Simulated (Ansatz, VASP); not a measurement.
**Two plane-wave programs on TiO2**

INCAR

```
PREC     = Accurate       # precision mode
ENCUT    = 520            # plane-wave cutoff, eV
EDIFF    = 1E-7           # SCF threshold, eV
ISMEAR   = 0              # smearing method
SIGMA    = 0.05           # smearing width, eV
LREAL    = False          # projectors in reciprocal space
LASPH    = True           # aspherical terms in the spheres
NELM     = 80             # most SCF steps
ALGO     = Normal         # electronic algorithm
ISIF     = 2              # what is computed and relaxed
LWAVE    = False          # write WAVECAR
LCHARG   = False          # write CHGCAR
GGA      = PS             # functional
NBANDS   = 60             # bands
LUSENCCL = False
```

KPOINTS

```
regular mesh
0
Gamma
  7 7 3
```

Contents of POSCAR:

```
TiO2
1.0
   -3.7706690430      0.0000000000      0.0000000000
    0.0000000000     -3.7706690430      0.0000000000
    0.0000000000      0.0000000000     15.5463353711
Ti O
4 8
Direct
    0.0000000000      0.0000000000      0.5372998363
    0.5000000000      0.5000000000      0.2302713584
    0.5000000000      0.0000000000      0.3837855973
    0.0000000000      0.5000000000      0.0767571195
    0.5000000000      0.5000000000      0.3577616587
    1.0000000000      1.0000000000      0.0507331808
    0.5000000000      0.0000000000      0.5112758977
    1.0000000000      0.5000000000      0.2042474198
    0.5000000000      0.0000000000      0.2562952970
    0.0000000000      0.5000000000      0.5633237749
    0.0000000000      0.0000000000      0.4098095360
    0.5000000000      0.5000000000      0.1027810581
```

Input for Ansatz:

```yaml
crystal:
  lattice:
    - [-3.7706690482, 0.0, 0.0]
    - [0.0, -3.7706690482, 0.0]
    - [0.0, 0.0, 15.5463353315]
  atoms:
    - { symbol: Ti, position: [0.0, 0.0, 0.5372998354] }
    - { symbol: Ti, position: [0.5, 0.5, 0.230271358] }
    - { symbol: Ti, position: [0.5, 0.0, 0.3837855967] }
    - { symbol: Ti, position: [0.0, 0.5, 0.0767571193] }
    - { symbol: O, position: [0.5, 0.5, 0.357761659] }
    - { symbol: O, position: [1.0, 1.0, 0.0507331816] }
    - { symbol: O, position: [0.5, 0.0, 0.5112758977] }
    - { symbol: O, position: [0.0, 0.5, 0.2042474203] }
    - { symbol: O, position: [0.5, 0.0, 0.2562952958] }
    - { symbol: O, position: [0.0, 0.5, 0.5633237732] }
    - { symbol: O, position: [0.5, 0.5, 0.1027810571] }
    - { symbol: O, position: [1.0, 1.0, 0.4098095345] }
basis:
  ecutwfc: 420
kpoints:
  mp_grid: { grid: [7, 7, 3] }
hamiltonian:
  xc: pbesol
scf:
  occupations: { method: gaussian, width: 0.05 }
output:
  forces: true
  stress: true
  eigenvalues: true
```

Alike in both runs: task single point; functional PBEsol; k mesh 7 × 7 × 3; occupations gaussian, width 0.05 eV; no spin polarisation.

|  | VASP | Ansatz |
| --- | --- | --- |
| version | VASP 6.6.1 | Ansatz 0.2.0 |
| potentials or method | VASP PAW PBE potentials, release 64 (Ti_sv, O) | scalar-relativistic, plane waves, PAW |
| plane-wave cutoff (eV) | 520 | 420 |
| valence electrons in the cell | 96 | 96 |

|  | VASP | Ansatz | Ansatz less VASP |
| --- | --- | --- | --- |
| gap on the k mesh at the Fermi level (eV) | 1.63 | 1.66 | +0.025 |
| least direct gap on the mesh (eV) | 2.07 | 2.09 | +0.021 |
| rms of the force components (eV/Å) | 0.389 | 0.401 | +0.0120 |

Caveats: the PAW data sets were made with another functional, which shifts forces and pressure a little (VASP).
